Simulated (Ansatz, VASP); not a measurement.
Given: the input of a run of Ansatz 0.2.0 on WC.

The input input.yaml:

```yaml
crystal:
  lattice:
    - [0.0, 2.3021091, 2.3021091]
    - [2.3021091, 0.0, 2.3021091]
    - [2.3021091, 2.3021091, 0.0]
  atoms:
    - { symbol: W, position: [0.0, 0.0, 0.0] }
    - { symbol: C, position: [0.75, 0.75, 0.75] }
hamiltonian:
  xc: pbe
  pseudopotentials: { kind: paw, azcp: { folder: soft_1 } }
kpoints:
  mp_grid: { grid: [10, 10, 10] }
scf:
  occupations: { method: fermi_dirac, width: 0.05 }
output:
  forces: true
  stress: true
  eigenvalues: true
```

Potentials or basis: Ansatz PAW soft_1.

Command:

```bash
$ ansatz run input.yaml --threads 1 --pin off --max-ram 3584MiB --backend cpu --events-out ev --progress --plain --runs-dir out
```

Question: Set up the same calculation for VASP 6.6.1. Potentials there: VASP PAW PBE potentials, release 64 (W_sv, C).

Answer: As run (the cutoff follows the program's own potentials):

Contents of INCAR:

```
PREC     = Accurate       # precision mode
ENCUT    = 520            # plane-wave cutoff, eV
EDIFF    = 1E-6           # SCF threshold, eV
ISMEAR   = -1             # smearing method
SIGMA    = 0.05           # smearing width, eV
LREAL    = F              # projectors in reciprocal space
LASPH    = T              # aspherical terms in the spheres
NELM     = 100            # most SCF steps
ALGO     = Normal         # electronic algorithm
ISIF     = 2              # what is computed and relaxed
LWAVE    = F              # write WAVECAR
LCHARG   = T              # write CHGCAR
GGA      = PE             # functional
LELF     = T              # ELF
LVHAR    = T            
NBANDS   = 16             # bands
```

Contents of KPOINTS:

```
Automatic mesh
0
Gamma
  10 10 10
```

File POSCAR:

```
WC
1.0
    0.0000000000      2.3021091000      2.3021091000
    2.3021091000      0.0000000000      2.3021091000
    2.3021091000      2.3021091000      0.0000000000
W C
1 1
Direct
    0.0000000000      0.0000000000      0.0000000000
    0.7500000000      0.7500000000      0.7500000000
```

Potentials or basis: VASP PAW PBE potentials, release 64 (W_sv, C).

Run with:

```bash
$ cat potpaw_PBE.64/W_sv/POTCAR potpaw_PBE.64/C/POTCAR > POTCAR
$ mpirun -np 1 vasp_std > vasp.out
```

Both were run:

|  | VASP | Ansatz | Ansatz less VASP |
| --- | --- | --- | --- |
| gap on the k mesh at the Fermi level (eV) | none | none | - |
| pressure (GPa) | 18.9 | 18.1 | -0.84 |

A gap of «none» marks a metal or a gap that the smearing closes.

Caveats: so large a pressure means that the cell lies far from this level's equilibrium, or that cutoff or potentials fall short. Spin-orbit coupling is left out, which matters for the levels of W.
